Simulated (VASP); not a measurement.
# GaN (F-43m) in VASP: band structure with PBE

Aim: the band structure of GaN with PBE.

Everything below comes from runs of VASP 6.6.1. Logs are shortened: lines on timing, memory, paths and dates and some standing lists are left out, and cuts for length are marked.

**Measured values to compare with.**

A printed reference work, textbook reports, for a bulk crystal of GaN at 0 K: band gap 3.299 eV (direct).

How close the calculation comes is told below.

## (1) The structure

The structure is cubic, space group F-43m (No. 216). The conventional cell has a = 4.548 Å, b = 4.548 Å, c = 4.548 Å, α = 90.00°, β = 90.00°, γ = 90.00°. Around Ga (site symmetry -43m) lie 4 N at 1.97 Å. N (site symmetry -43m) has 4 Ga at 1.97 Å as nearest neighbours.

The cell is a database's computed one.

## (2) Band structure, PBE

File INCAR:

```
PREC = Accurate ; ENCUT = 520
EDIFF = 1E-7 ; ISMEAR = 0
SIGMA = 0.02 ; LREAL = F
LASPH = T ; NELM = 100
ALGO = Normal ; ISIF = 2
LWAVE = F ; LCHARG = F
GGA = PE ; NBANDS = 16
```

File KPOINTS:

```
regular mesh
0
Gamma
  10 10 10
```

File POSCAR:

```
GaN
1.0
    0.0000000000      2.2742380000      2.2742380000
    2.2742380000      0.0000000000      2.2742380000
    2.2742380000      2.2742380000      0.0000000000
Ga N
1 1
Direct
    0.0000000000      0.0000000000      0.0000000000
    0.7500000000      0.7500000000      0.7500000000
```

File KPOINTS_OPT:

```
path GXWKGLUWLK,UX
20
line-mode
reciprocal
 0.0000000000  0.0000000000  0.0000000000  G
 0.5000000000  0.0000000000  0.5000000000  X

 0.5000000000  0.0000000000  0.5000000000  X
 0.5000000000  0.2500000000  0.7500000000  W

 0.5000000000  0.2500000000  0.7500000000  W
 0.3750000000  0.3750000000  0.7500000000  K

 0.3750000000  0.3750000000  0.7500000000  K
 0.0000000000  0.0000000000  0.0000000000  G

 0.0000000000  0.0000000000  0.0000000000  G
 0.5000000000  0.5000000000  0.5000000000  L

 0.5000000000  0.5000000000  0.5000000000  L
 0.6250000000  0.2500000000  0.6250000000  U

 0.6250000000  0.2500000000  0.6250000000  U
 0.5000000000  0.2500000000  0.7500000000  W

 0.5000000000  0.2500000000  0.7500000000  W
 0.5000000000  0.5000000000  0.5000000000  L

 0.5000000000  0.5000000000  0.5000000000  L
 0.3750000000  0.3750000000  0.7500000000  K

 0.6250000000  0.2500000000  0.6250000000  U
 0.5000000000  0.0000000000  0.5000000000  X
```

Potentials or basis: VASP PAW PBE potentials, release 64 (Ga_d, N).

Command:

```bash
$ cat potpaw_PBE.64/Ga_d/POTCAR potpaw_PBE.64/N/POTCAR > POTCAR
$ mpirun -np 1 vasp_std > vasp.out
```

OUTCAR:

```text
PREC = Accurate
   ENCUT = 520
   EDIFF = 1E-7
   ISMEAR = 0
   LREAL = F
   LASPH = T
   NELM = 100
   ISIF = 2
   GGA = PE

 ion  position               nearest neighbor table
   1  0.000  0.000  0.000-   2 1.97   2 1.97   2 1.97   2 1.97
   2  0.750  0.750  0.750-   1 1.97   1 1.97   1 1.97   1 1.97

  LATTYP: Found a face centered cubic cell.
 ALAT       =     4.5484760000

  Lattice vectors:

 A1 = (   0.0000000000,   2.2742380000,   2.2742380000)
 A2 = (   2.2742380000,   0.0000000000,   2.2742380000)
 A3 = (   2.2742380000,   2.2742380000,   0.0000000000)

Analysis of symmetry for initial positions (statically):
=====================================================================
 Subroutine PRICEL returns:
 Original cell was already a primitive cell.

 Routine SETGRP: Setting up the symmetry group for a
 face centered cubic supercell.

 Subroutine GETGRP returns: Found 24 space group operations
 (whereof 24 operations were pure point group operations)
 out of a pool of 48 trial point group operations.

The static configuration has the point symmetry T_d .

Analysis of symmetry for dynamics (positions and initial velocities):
=====================================================================
 Subroutine PRICEL returns:
 Original cell was already a primitive cell.

 Routine SETGRP: Setting up the symmetry group for a
 face centered cubic supercell.

 Subroutine GETGRP returns: Found 24 space group operations
 (whereof 24 operations were pure point group operations)
 out of a pool of 48 trial point group operations.

The dynamic configuration has the point symmetry T_d .

 Subroutine INISYM returns: Found 24 space group operations
 (whereof 24 operations are pure point group operations),
 and found     1 'primitive' translations

----------------------------------------------------------------------------------------

                                     Primitive cell

  volume of cell :      23.5254

  direct lattice vectors                    reciprocal lattice vectors
     0.000000000  2.274238000  2.274238000    -0.219853859  0.219853859  0.219853859
     2.274238000  0.000000000  2.274238000     0.219853859 -0.219853859  0.219853859
     2.274238000  2.274238000  0.000000000     0.219853859  0.219853859 -0.219853859

  length of vectors
     3.216258224  3.216258224  3.216258224     0.380798054  0.380798054  0.380798054

  position of ions in fractional coordinates (direct lattice)
     0.000000000  0.000000000  0.000000000
     0.750000000  0.750000000  0.750000000

  ion indices of the primitive-cell ions
   primitive index   ion index
[... 77 lines left out ...]
   NSW    =      0    number of steps for IOM
   IBRION =     -1    ionic relax: 0-MD 1-quasi-New 2-CG
   NFREE  =      0    steps in history (QN), initial steepest desc. (CG)
   ISIF   =      2    stress and relaxation
   ISYM   =      2    0-nonsym 1-usesym 2-fastsym
   POTIM  = 0.5000    time-step for ionic-motion
   TEBEG  =    0.0;   TEEND  =   0.0 temperature during run
   PSTRESS=    0.0 pullay stress
   NELECT =      18.0000    total number of electrons
   NUPDOWN=      -1.0000    fix difference up-down
   EMIN   =  10.00;   EMAX   =-10.00  energy-range for DOS
   EFERMI =   0.00;   METHOD = LEGACY
   ISMEAR =     0;   SIGMA  =   0.02  broadening in eV -4-tet -1-fermi 0-gaus
   EFERMI_NEDOS =   21; number of points for ismear=-14 and -15
   IALGO  =     38    algorithm
   IMIX   =      4    mixing-type and parameters
     AMIX     =   0.40;   BMIX     =  1.00
     AMIX_MAG =   1.60;   BMIX_MAG =  1.00
  volume/ion in A,a.u.               =      11.76        79.38
  Fermi-wavevector in a.u.,A,eV,Ry     =   1.497338  2.829558 30.504536  2.242020
  Thomas-Fermi vector in A             =   2.609238
   LORBIT       =      0    0 simple, 1 ext, 2 COOP (PROOUT), +10 PAW based schemes
   GGA     = PE    functional components
   LHFCALC =     F    Hartree Fock is set to
   AEXX    =    0.0000 exact exchange contribution
   IVDW    =     0    specifies the selected vdW correction
   LEPSILON=     F    determine dielectric tensor
   LRPA    =     F    only Hartree local field effects (RPA)
 non-spin polarized calculation
 Gauss-broadening in eV      SIGMA  =   0.02
  energy-cutoff  :      520.00
  volume of cell :       23.53
 maximum number of plane-waves:       644
   NGX = 11   NGY = 11   NGZ = 11

 number of electron      17.9999986 magnetization

 Free energy of the ion-electron system (eV)
  ---------------------------------------------------
  ext. energy  EPLUGINS =         0.00000000
  ---------------------------------------------------
  free energy    TOTEN  =       -12.15355506 eV

  energy without entropy =      -12.15355506  energy(sigma->0) =      -12.15355506

 E-fermi :   5.0772     XC(G=0): -11.5207

 val. band max:        4.9868147499   @ k =   0.0000   0.0000   0.0000
 cond. band min:       6.5339598106   @ k =   0.0000   0.0000   0.0000
 fundamental gap:      1.5471450606
 Fermi energy:         5.0772021047

 k-point     1 :       0.0000    0.0000    0.0000
  band No.  band energies     occupation
      1     -10.7158      2.00000
      2      -8.4355      2.00000
      3      -8.4355      2.00000
      4      -8.4355      2.00000
      5      -8.1427      2.00000
      6      -8.1427      2.00000
[... 433 lines left out ...]
      3      -8.2291      2.00000
      4      -8.2290      2.00000
      5      -8.0868      2.00000
      6      -7.1857      2.00000
[... 8 lines left out ...]
     15      26.8471      0.00000
     16      27.1166      0.00000

 [... further k-points ...]

------------------------ aborting loop because EDIFF is reached ----------------------------------------

  FORCE on cell =-STRESS in cart. coord.  units (eV):
  Direction    XX          YY          ZZ          XY          YZ          ZX
  --------------------------------------------------------------------------------------
  -------------------------------------------------------------------------------------
  Total        0.0123560      0.0123560      0.0123560      0.0000000      0.0000000      0.0000000
  in kB        0.8414920      0.8414920      0.8414920      0.0000000      0.0000000      0.0000000
  external PRESSURE =       0.8414920 kB  Pullay stress =       0.0000000 kB

 VOLUME and BASIS-vectors are now :
 -----------------------------------------------------------------------------
  energy-cutoff  :      520.00
  volume of cell :       23.53
      direct lattice vectors                 reciprocal lattice vectors
     0.000000000  2.274238000  2.274238000    -0.219853859  0.219853859  0.219853859
     2.274238000  0.000000000  2.274238000     0.219853859 -0.219853859  0.219853859
     2.274238000  2.274238000  0.000000000     0.219853859  0.219853859 -0.219853859

 POSITION                                       TOTAL-FORCE (eV/Angst)
 -----------------------------------------------------------------------------------
      0.00000      0.00000      0.00000        -0.000000     -0.000000     -0.000000
      3.41136      3.41136      3.41136         0.000000      0.000000      0.000000
 -----------------------------------------------------------------------------------
    total drift:                               -0.000002     -0.000002     -0.000001

  FREE ENERGIE OF THE ION-ELECTRON SYSTEM (eV)
  ---------------------------------------------------
  free  energy   TOTEN  =       -12.1535550588 eV

  energy  without entropy=      -12.1535550588  energy(sigma->0) =      -12.15355506
```

stdout:

```text
POSCAR found type information on POSCAR GaN
 POSCAR found :  2 types and       2 ions
 scaLAPACK will be used
 LDA part: xc-table for (Slater+PW92), standard interpolation
 POSCAR, INCAR and KPOINTS ok, starting setup
 FFT: planning ... GRIDC
 FFT: planning ... GRID_SOFT
 FFT: planning ... GRID
 WAVECAR not read
 entering main loop
 Start KPOINTS_OPT (optional k-point list driver)
k-point batch [1-47\200]
k-point batch [48-94\200]
k-point batch [95-141\200]
k-point batch [142-188\200]
k-point batch [189-200\200]
```

It took 86 s on 1 thread of Intel Xeon Platinum 8375C at 2.90GHz (Ice Lake), shared host; peak memory 0.16 GiB.

Results:

```
Free energy             : -12.1536 eV
Pressure                : 0.1 GPa
Band gap on the k mesh  : 1.55 eV, direct
Band gap along the path : 1.55 eV, direct
```

Levels at the corners of the path, in eV from the valence-band top:
| point | band 5 | band 6 | band 7 | band 8 | band 9 | band 10 | band 11 | band 12 | band 13 | band 14 |
| --- | --- | --- | --- | --- | --- | --- | --- | --- | --- | --- |
| Γ | -13.13 | -13.13 | 0.00 | 0.00 | 0.00 | 1.55 | 10.13 | 10.13 | 10.13 | 17.24 |
| X | -13.06 | -11.45 | -6.01 | -2.61 | -2.61 | 3.34 | 6.50 | 11.52 | 13.67 | 13.67 |
| X | -13.06 | -11.45 | -6.01 | -2.61 | -2.61 | 3.34 | 6.50 | 11.52 | 13.67 | 13.67 |
| W | -13.12 | -11.19 | -5.59 | -3.57 | -3.50 | 6.17 | 8.10 | 10.06 | 11.01 | 14.94 |
| W | -13.12 | -11.19 | -5.59 | -3.57 | -3.50 | 6.17 | 8.10 | 10.06 | 11.01 | 14.94 |
| K | -13.09 | -11.31 | -5.75 | -4.11 | -2.10 | 4.95 | 7.64 | 10.89 | 12.61 | 13.35 |
| K | -13.09 | -11.31 | -5.75 | -4.11 | -2.10 | 4.95 | 7.64 | 10.89 | 12.61 | 13.35 |
| Γ | -13.13 | -13.13 | 0.00 | 0.00 | 0.00 | 1.55 | 10.13 | 10.13 | 10.13 | 17.24 |
| Γ | -13.13 | -13.13 | 0.00 | 0.00 | 0.00 | 1.55 | 10.13 | 10.13 | 10.13 | 17.24 |
| L | -13.09 | -11.88 | -6.86 | -0.93 | -0.93 | 4.45 | 8.59 | 10.22 | 10.22 | 15.40 |
| L | -13.09 | -11.88 | -6.86 | -0.93 | -0.93 | 4.45 | 8.59 | 10.22 | 10.22 | 15.40 |
| U | -13.09 | -11.31 | -5.75 | -4.11 | -2.10 | 4.95 | 7.64 | 10.89 | 12.61 | 13.35 |
| U | -13.09 | -11.31 | -5.75 | -4.11 | -2.10 | 4.95 | 7.64 | 10.89 | 12.61 | 13.35 |
| W | -13.12 | -11.19 | -5.59 | -3.57 | -3.50 | 6.17 | 8.10 | 10.06 | 11.01 | 14.94 |
| W | -13.12 | -11.19 | -5.59 | -3.57 | -3.50 | 6.17 | 8.10 | 10.06 | 11.01 | 14.94 |
| L | -13.09 | -11.88 | -6.86 | -0.93 | -0.93 | 4.45 | 8.59 | 10.22 | 10.22 | 15.40 |
| L | -13.09 | -11.88 | -6.86 | -0.93 | -0.93 | 4.45 | 8.59 | 10.22 | 10.22 | 15.40 |
| K | -13.09 | -11.31 | -5.75 | -4.11 | -2.10 | 4.95 | 7.64 | 10.89 | 12.61 | 13.35 |
| U | -13.09 | -11.31 | -5.75 | -4.11 | -2.10 | 4.95 | 7.64 | 10.89 | 12.61 | 13.35 |
| X | -13.06 | -11.45 | -6.01 | -2.61 | -2.61 | 3.34 | 6.50 | 11.52 | 13.67 | 13.67 |

## (3) Comparison with measurements

Step 2. Measured gap of GaN: 3.299 eV (direct; 0 K; a printed reference work, textbook). This calculation gives 1.55 eV (-1.75 eV). So large a miss can be the level of theory's own, or it may mean another phase, state or a wrong row. Spin-orbit coupling on Ga is left out. The value is that of PBE, without temperature or zero-point motion. Semilocal functionals fall short of measured gaps as a rule. The cell is a database's relaxed one, not the measured one, which moves gaps too.
